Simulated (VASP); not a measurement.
The system is CdO (Monteponite).

```xyz
2
Lattice="0.0000 2.3495 2.3495 2.3495 0.0000 2.3495 2.3495 2.3495 0.0000" Properties=species:S:1:pos:R:3 pbc="T T T"
Cd    0.0000    0.0000    0.0000
O     2.3495    2.3495    2.3495
```

| Item | Value |
| --- | --- |
| Program | VASP 6.6.1 |
| Task | relaxation of cell and atoms |
| Functional | RPBE |
| Dispersion | D3 |
| Potentials or basis | VASP PAW PBE potentials, release 64 (Cd, O) |
| Cutoff | 600 eV |
| k mesh | 10 × 10 × 10 |
| Occupations | fermi-dirac, width 0.05 eV |
| Spin | no spin polarisation |

At the start: pressure 10.6 GPa; volume 12.97 Å³/atom.

Task: How do energy, volume and symmetry change on relaxing?

Result: Over 3 steps the energy falls by 32.9 meV/atom and the volume is 14.04 Å³/atom (+8.2 %); space group Fm-3m (No. 225, to 0.05 Å).

Step by step:
| step | energy change (eV) | largest force (eV/Å) | pressure (GPa) | volume (Å³) |
| --- | --- | --- | --- | --- |
| 1 | 0.0000 | 0.0000 | 10.64 | 25.94 |
| 2 | -0.0482 | 0.0000 | -4.37 | 29.31 |
| 3 | -0.0658 | 0.0000 | 0.01 | 28.07 |

Final structure:
```
CELL_PARAMETERS angstrom
0.00000 2.41218 2.41218
2.41218 0.00000 2.41218
2.41218 2.41218 0.00000
ATOMIC_POSITIONS crystal
Cd 0.00000 0.00000 0.00000
O 0.50000 0.50000 0.50000
```

Caveat: the PAW data sets were made with another functional, which shifts forces and pressure a little; pairwise dispersion overbinds metals, which lowers pressure and volume.
